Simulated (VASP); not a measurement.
Input of a VASP 6.6.1 run:

The input POSCAR:

```
AgBr
1.0
    0.0000000000      2.8701500000      2.8701500000
    2.8701500000      0.0000000000      2.8701500000
    2.8701500000      2.8701500000      0.0000000000
Ag Br
1 1
Direct
    0.0000000000      0.0000000000      0.0000000000
    0.5000000000      0.5000000000      0.5000000000
```

The input INCAR.step1:

```
ALGO     = Normal         # electronic algorithm
EDIFF    = 1E-8           # SCF threshold, eV
ENCUT    = 500            # plane-wave cutoff, eV
GGA      = PE             # functional
ISMEAR   = 0              # smearing method
KPAR     = 4            
LASPH    = T              # aspherical terms in the spheres
LCHARG   = F              # write CHGCAR
LREAL    = F              # projectors in reciprocal space
LWAVE    = T              # write WAVECAR
NELM     = 60             # most SCF steps
PREC     = Accurate       # precision mode
SIGMA    = 0.01           # smearing width, eV
```

File INCAR.step2:

```
ALGO     = Exact          # electronic algorithm
EDIFF    = 1E-8           # SCF threshold, eV
ENCUT    = 500            # plane-wave cutoff, eV
GGA      = PE             # functional
ISMEAR   = 0              # smearing method
ISTART   = 1            
KPAR     = 4            
LASPH    = T              # aspherical terms in the spheres
LCHARG   = F              # write CHGCAR
LOPTICS  = T              # frequency-dependent dielectric function
LREAL    = F              # projectors in reciprocal space
LWAVE    = T              # write WAVECAR
NBANDS   = 312            # bands
NELM     = 1              # most SCF steps
PREC     = Accurate       # precision mode
SIGMA    = 0.01           # smearing width, eV
```

The input INCAR.step3:

```
ALGO     = EVGW0          # electronic algorithm
EDIFF    = 1E-8           # SCF threshold, eV
ENCUT    = 500            # plane-wave cutoff, eV
ENCUTGW  = 200            # cutoff of the response function
GGA      = PE             # functional
ISMEAR   = 0              # smearing method
ISTART   = 1            
KPAR     = 4            
LASPH    = T              # aspherical terms in the spheres
LCHARG   = F              # write CHGCAR
LREAL    = F              # projectors in reciprocal space
LWAVE    = F              # write WAVECAR
NBANDS   = 312            # bands
NBANDSGW = 17           
NELMGW   = 4            
NOMEGA   = 50             # frequency points
PREC     = Accurate       # precision mode
PRECFOCK = Fast         
SIGMA    = 0.01           # smearing width, eV
```

File KPOINTS:

```
k-points
0
Gamma
  4 4 4
```

Potentials or basis: VASP PAW PBE potentials, release 64 (Ag_GW, Br_GW).

Command:

```sh
$ cat potpaw_PBE.64/Ag_GW/POTCAR potpaw_PBE.64/Br_GW/POTCAR > POTCAR
$ cp INCAR.step1 INCAR
$ mpirun -np 4 vasp_std > vasp.out
$ cp INCAR.step2 INCAR
$ mpirun -np 4 vasp_std > vasp.out
$ cp INCAR.step3 INCAR
$ mpirun -np 4 vasp_std > vasp.out
```

(1) What does it give for the quasiparticle gap?

(2) Predict the least direct quasiparticle gap.

(3) Predict the band gap on the k mesh, mean-field level.

Answers

(1) 2.22 eV.

(2) 4.00 eV.

(3) 0.66 eV, indirect (least direct gap 2.58 eV).

Caveat: the k mesh is coarse (spacing up to 0.47 Å⁻¹), so the values aren't converged; bands, screening cutoff and mesh are small and nothing is extrapolated, so the quasiparticle values aren't converged.
